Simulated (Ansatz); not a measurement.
## SnTe (F-43m), trigonal deformation path

Level of theory: Ansatz 0.2.0, DFT PBE, scalar-relativistic, plane waves, PAW. The runs took a 420 eV cutoff, a Γ-centred 10×10×10 mesh and Gaussian smearing (0.03 eV). No spin polarisation. Energies are free energies at this smearing, counted from the undisturbed cell; pressure is positive in compression.

The starting cell (relaxed at this level; this zinc-blende form isn't the usual structure):

```
Sn Te
1.0
     0.00000    3.61115    3.61115
     3.61115    0.00000    3.61115
     3.61115    3.61115    0.00000
Sn Te
1 1
Direct
  0.00000 0.00000 0.00000
  0.75000 0.75000 0.75000
```

At fixed volume and fractional coordinates, lengths along (0.577, 0.577, 0.577) are scaled against those across it; ρ is that ratio over its starting value.

```csv
ρ,ΔE (meV/atom)
0.500,3355.7
0.600,1152.4
0.710,308.2
1.000,0.0
1.410,-41.0
2.000,-106.9
```

Q: Predict the pressure (GPa) at each point.

A:
```tsv
ρ	pressure (GPa)
0.500	31.0
0.600	13.2
0.710	4.4
1.000	0.0
1.410	1.2
2.000	2.4
```